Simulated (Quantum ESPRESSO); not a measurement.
Crystal: Sn.

```
CELL_PARAMETERS angstrom
-2.02919 2.02919 1.66076
2.02919 -2.02919 1.66076
2.02919 2.02919 -1.66076
ATOMIC_POSITIONS crystal
Sn 0.00000 0.00000 0.00000
```

This isn't the form of Sn at room conditions, which is tetragonal (white tin).

* Program: Quantum ESPRESSO 7.5
* Task: single point
* Functional: PBEsol
* Potentials or basis: GBRV 1.5 PBEsol
* Cutoff: 925 eV
* Density cutoff: 7401 eV
* k mesh: 10 × 10 × 10
* Occupations: fermi-dirac, width 0.05 eV
* Spin: no spin polarisation

On this cell: pressure -2.2 GPa; band gap on the k mesh none (metal or under the smearing width).

The same run follows on a disturbed copy (cell strained at random at fixed volume):

```
CELL_PARAMETERS angstrom
-1.96923 2.05623 1.62201
2.04455 -2.03890 1.69286
1.97855 2.04822 -1.60084
ATOMIC_POSITIONS crystal
Sn 0.00815 0.00113 0.99938
```

Task: What changes?

Result: The energy (extrapolated to zero smearing) moves by +1.3 meV/atom; pressure -2.0 GPa; band gap on the k mesh none (metal or under the smearing width).

Stress tensor (GPa, compression positive):
```
-2.49 -0.18 -0.27
-0.18 -2.33 -0.08
-0.27 -0.08 -1.15
```
